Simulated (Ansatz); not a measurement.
Reactions of C₃H₄BrCl, SMILES `C=CC(Cl)Br`.

Gas-phase electronic energies from Ansatz, PBE0-D4/def2-TZVP geometries. CCSD(T)/CBS is the MP2 limit (def2-TZVPP, def2-QZVPP) plus CCSD(T) − MP2 in def2-TZVPP, frozen cores. This one scheme is used for every species. Functionals use def2-TZVPP. For Br outer-core shells are correlated without core-valence functions, which leaves a few kJ/mol of doubt a bond. Scalar relativity is left out up to krypton. Each species was taken in one conformer, which may not be the lowest.

```json
{"reaction": "`C=CC(Cl)Br` + HBr → `ClC(Br)Br` + `C=C`", "MP2/CBS(def2) (kJ/mol)": "57", "HF/CBS(def2) (kJ/mol)": "65", "B97M-V (kJ/mol)": "62", "CCSD(T)/CBS(def2) (kJ/mol)": "58"}
{"reaction": "`C=CC(Cl)Br` + `C#CCO` → `C#CCOC=C` + `ClCBr`", "MP2/CBS(def2) (kJ/mol)": "36", "HF/CBS(def2) (kJ/mol)": "18", "B97M-V (kJ/mol)": "21", "CCSD(T)/CBS(def2) (kJ/mol)": "30"}
{"reaction": "`C=CC(Cl)Br` + H–F → `C=CC(F)Cl` + HBr", "MP2/CBS(def2) (kJ/mol)": "36", "HF/CBS(def2) (kJ/mol)": "-14", "B97M-V (kJ/mol)": "-2", "CCSD(T)/CBS(def2) (kJ/mol)": "21"}
{"reaction": "`C=CC(Cl)Br` + `CC(=O)O` → `C=COC(C)=O` + `ClCBr`", "MP2/CBS(def2) (kJ/mol)": "55", "HF/CBS(def2) (kJ/mol)": "31", "B97M-V (kJ/mol)": "40", "CCSD(T)/CBS(def2) (kJ/mol)": "47"}
```

Largest T1 diagnostic: 0.015, for `CC(=O)O`.
